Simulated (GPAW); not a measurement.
CuO:

```
CELL_PARAMETERS angstrom
2.87950 0.00000 0.00000
0.03907 2.87928 0.00000
0.01750 0.01724 5.17634
ATOMIC_POSITIONS crystal
Cu 0.00000 0.50000 0.00000
Cu 0.50000 0.00000 0.50000
O 0.99842 0.00167 0.74989
O 0.00158 0.99833 0.25011
```

The cell comes from a database or a generator and needn't be the stable form of this composition.

Base run:

* Program: GPAW 26.7.0
* Functional: LDA
* Potentials or basis: the program's PAW data sets (release 1.2.1) made for this functional
* Cutoff: 600 eV
* Basis: pw
* k mesh: 7 × 7 × 4
* Occupations: fermi-dirac, width 0.05 eV
* Spin: no spin polarisation

Its results: pressure -10.8 GPa; largest force 0.015 eV/Å.

The run is repeated on the same cell with these changes: cutoff from 600 eV to 800 eV; k mesh from 7 × 7 × 4 to 6 × 6 × 4. What comes out?

Pressure -7.0 GPa; largest force 0.015 eV/Å.

Caveats: some runs use coarse meshes; the run has no spin polarisation, though such a crystal can be magnetic; the cutoff is short for stress and forces, so pressures can be off by a GPa or more (some runs).

Not every run made on this cell is shown here.
